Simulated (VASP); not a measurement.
Here is a VASP 6.6.1 calculation.

The input INCAR:

```
SYSTEM = AlN
  PREC = Accurate
  ENCUT = 600
  EDIFF = 1E-6
  ISMEAR = 0
  SIGMA = 0.03
  LREAL = .FALSE.
  LASPH = .TRUE.
  NELM = 80
  ALGO = Normal
  ISIF = 3
  LWAVE = .FALSE.
  LCHARG = .FALSE.
  GGA = PE
  IBRION = 2
  NSW = 90
  EDIFFG = -0.01
  KPAR = 2
```

The input KPOINTS:

```
Automatic mesh
0
G
  12 12 6
  0 0 0
```

Contents of POSCAR:

```
AlN
1.0
    3.1130000000      0.0000000000      0.0000000000
   -1.5565000000      2.6959370820      0.0000000000
    0.0000000000      0.0000000000      4.9810000000
Al N
2 2
Direct
    0.3333333333      0.6666666667      0.0000000000
    0.6666666667      0.3333333333      0.5000000000
    0.3333333333      0.6666666667      0.3800000000
    0.6666666667      0.3333333333      0.8800000000
```

Potentials or basis: VASP PAW PBE potentials, release 64 (Al, N).

Launch:

```sh
$ cat potpaw_PBE.64/Al/POTCAR potpaw_PBE.64/N/POTCAR > POTCAR
$ mpirun -np 2 vasp_std > vasp.out
```

**Question.** Estimate the relaxed volume.

**Answer.** 10.62 Å³/atom.

**Question.** What does it give for the space group after relaxing (to 0.05 Å)?

**Answer.** P6_3mc (No. 186).

**Question.** Estimate the band gap on the k mesh.

**Answer.** 4.07 eV, direct.

Stress tensor (GPa, compression positive):
```
 0.07  0.00  0.00
 0.00  0.07  0.00
 0.00  0.00 -0.07
```

A k mesh can miss the band edges. Zero-point motion and thermal expansion aren't in these numbers.
